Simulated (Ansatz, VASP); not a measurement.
**Ta: VASP beside Ansatz**

```
CELL_PARAMETERS angstrom
-1.52036 1.52036 1.81896
1.52036 -1.52036 1.81896
1.52036 1.52036 -1.81896
ATOMIC_POSITIONS crystal
Ta 0.00000 0.00000 0.00000
```

Alike in both runs: task single point; functional PBE; k mesh 20 × 20 × 20; occupations gaussian, width 0.15 eV; no spin polarisation.

```csv
,VASP,Ansatz
version,VASP 6.6.1,Ansatz 0.2.0
potentials or method,"VASP PAW PBE potentials, release 64 (Ta_pv)","scalar-relativistic, plane waves, PAW"
plane-wave cutoff (eV),520,420
valence electrons in the cell,11,13
```

```tsv
	VASP	Ansatz	Ansatz less VASP
gap on the k mesh at the Fermi level (eV)	none	none	-
pressure (GPa)	22.3	22.0	-0.28
largest component of the traceless stress (GPa)	13.01	13.00	-0.007
```

A gap of «none» marks a metal or a gap that the smearing closes. The two sets of potentials don't hold the same shells in valence.

Caveats: so large a pressure means that the cell lies far from this level's equilibrium, or that cutoff or potentials fall short (VASP). Spin-orbit coupling is left out, which matters for the levels of Ta.
